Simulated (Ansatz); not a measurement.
Crystal: Ni.

```xyz
1
Lattice="0.0000 1.7376 1.7376 1.7376 0.0000 1.7376 1.7376 1.7376 0.0000" Properties=species:S:1:pos:R:3 pbc="T T T"
Ni    0.0000    0.0000    0.0000
```

Program: Ansatz 0.2.0. Alike in all runs: potentials or basis all-electron LAPW, scalar-relativistic; spin collinear, ferromagnetic start; cell as given; k mesh 13 × 13 × 13; cutoff (eV) 320; basis error allowed 0.001 eV/atom.

Problem. Order these runs on this cell by their pressure, lowest first.
A. level revPBE; smearing fermi-dirac 0.05 eV
B. level PBEsol; smearing fermi-dirac 0.05 eV
C. level LDA; smearing gaussian 0.02 eV
D. level PBE; smearing fermi-dirac 0.05 eV
E. level RPBE; smearing gaussian 0.05 eV

Solution. C (-10.5 GPa), B (-2.4 GPa), D (8.1 GPa), A (12.3 GPa), E (13.8 GPa).

Not every run made on this cell is shown here.
